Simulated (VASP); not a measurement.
Runs of VASP 6.6.1 on W. Symmetry: Im-3m, No. 229, cubic system. Conventional cell: a = 3.142 Å, b = 3.142 Å, c = 3.142 Å, α = 90.00°, β = 90.00°, γ = 90.00°. Around W (site symmetry m-3m) lie 8 W at 2.72 Å. 

```csv
task,cell,gap on the mesh (eV),pressure (GPa)
single point,a relaxed cell with its volume scaled by 1.09,none,-24.4
single point,a relaxed cell with its volume scaled by 0.91,none,39.2
single point,a relaxed cell with its volume scaled by 0.94,none,24.1
relaxation of cell and atoms,relaxed,none,0.0
single point,a relaxed cell with its volume scaled by 1.03,none,(a)
```

Alike in all rows: level LDA; potentials or basis VASP PAW LDA potentials, release 64 (W_sv); no spin polarisation; k mesh 10 × 10 × 10; cutoff (eV) 350; smearing gaussian 0.1 eV.

Problem. Fill in the values left out.

Solution. (a) -9.5.

Caveats: so large a pressure means that the cell lies far from this level's equilibrium, or that cutoff or potentials fall short (some runs); a pressure of tens of GPa on the cell as given is suspect, and the run, the potentials or the cell itself is likely at fault (some runs).

A k mesh can miss the band edges, and the runs leave out spin-orbit coupling on W.

A gap of «none» marks a metal or a gap under the smearing width.
